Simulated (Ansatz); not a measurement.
Stress against strain in InP

```xyz
2
Lattice="0.0000 2.8550 2.8550 2.8550 0.0000 2.8550 2.8550 2.8550 0.0000" Properties=species:S:1:pos:R:3 pbc="T T T"
In    0.0000    0.0000    0.0000
P     2.8550    2.8550    2.8550
```

Atom numbers follow the list: In1, P2.

The geometry is COD entry 1538565, unchecked; take it as a test cell.

No spin–orbit coupling, which matters for the heavy atoms here.

Method: DFT, LDA, all-electron LAPW, scalar-relativistic (Ansatz 0.2.0).

Numerical set-up: a Γ-centred 11×11×11 k mesh, Fermi–Dirac smearing of 0.05 eV, basis error target 1 meV/atom, no spin polarisation.

The strain is applied along the Cartesian axes of the cell as listed (the other components stay zero). Fractional coordinates are held (clamped ions).

σ is the change of stress from the unstrained cell, which is at -9.65 GPa; tension is positive, so slopes are stress–strain coefficients at that pressure. In a metal the k mesh adds noise.

Only quantities that a quadratic follows smoothly over the whole series are listed; rougher ones are left out.

```
    εzz  σzz (GPa)  σxx (GPa)
-0.0200      -1.91      -0.33
 0.0000       0.00       0.00
 0.0100       0.76       0.14
 0.0200       1.39       0.27
```

Q: Fit the series and read off the stiffness at zero strain.

A: Least-squares fits y = p0 + p1 x + p2 x² to the rows give σzz (GPa): p1 = 82.5, p2 = -650; σxx (GPa): p1 = 15, p2 = -73. So C11 = 82 GPa and C12 = 15 GPa, which gives B = (C11 + 2 C12)/3 = 37 GPa.

Q: One run, at εzz = -0.0100, is withheld. Predict its row.

A: The fits give -0.89, -0.16; the run gave -0.90, -0.15.
